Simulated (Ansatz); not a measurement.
**Pressure against volume in Sr**

It comes from a database structure that was distorted and then relaxed.

Level of theory: DFT PBE, scalar-relativistic, plane waves, PAW in Ansatz 0.2.0. Cutoff 420 eV, Γ-centred 12×12×4 mesh (4-atom cell), Gaussian smearing of 0.10 eV, no spin polarisation.

Space group P6_3/mmc (No. 194). a = 4.264 Å, b = 4.264 Å, c = 13.977 Å, α = 90.00°, β = 90.00°, γ = 120.00°
```json
{"atom": "Sr", "site": "2a", "symmetry": "-3m.", "x": "0.0000", "y": "0.0000", "z": "0.0000"}
{"atom": "Sr", "site": "2c", "symmetry": "-6m2", "x": "0.3333", "y": "0.6667", "z": "0.2500"}
```

The cell was set to several volumes, with shape and atoms relaxed at each where symmetry leaves them free. Pressure is positive in compression, and energies count from the lowest row. No row has a gap on its mesh.

```
row  V (Å³/atom)  P (GPa)  ΔE (meV/atom)
  1       48.425     1.82           34.0
  2       50.076     1.27           18.2
  3       51.727        ?              ?
  4       53.377     0.37            1.8
  5       55.028     0.00            0.0
  6       56.679    -0.33            1.8
  7       58.330    -0.62            6.7
  8       60.531    -0.95           17.6
```

Q: Find B = −V·ΔP/ΔV from rows 4 and 6 and from rows 1 and 2, and from the two its slope B′ and its value B0 at zero pressure.

A: Rows 4 and 6 give −(53.377 + 56.679)/2 × (-0.33 − (0.37))/(56.679 − 53.377) = 11.7 GPa at a mean pressure of 0.02 GPa. Rows 1 and 2 give −(48.425 + 50.076)/2 × (1.27 − (1.82))/(50.076 − 48.425) = 16.4 GPa at a mean pressure of 1.54 GPa. So B′ = (16.4 − 11.7)/(1.54 − (0.02)) = 3.09 and B0 = 11.7 − 3.09 × (0.02) = 11.6 GPa. A third-order Birch–Murnaghan fit to all the energies gives B0 = 11.6 GPa and B′ = 3.2.

Q: Estimate the pressure and energy of row 3.

A: From row 5, V0 = 55.028 × (1 + (0.00)/11.6) = 55.028 Å³/atom. Murnaghan's form P = (B0/B′)·[(V0/V)^B′ − 1] gives (11.6/3.09) × [(55.028/51.727)^3.09 − 1] = 0.79 GPa; the computed pressure is 0.79 GPa, so the estimate is off by 0.00 GPa. The work of compression from row 4, with the mean of the two pressures, gives ΔE = 1.8 + (0.79 + 0.37)/2 × (53.377 − 51.727)/160.2 × 1000 = 7.8 meV/atom (1 eV/Å³ = 160.2 GPa); the computed value is 7.7 meV/atom.

All volumes keep the k mesh of the relaxed cell. A later test with randomly moved atoms came back to the same energy, though modes that don't fit the test's cell weren't probed.
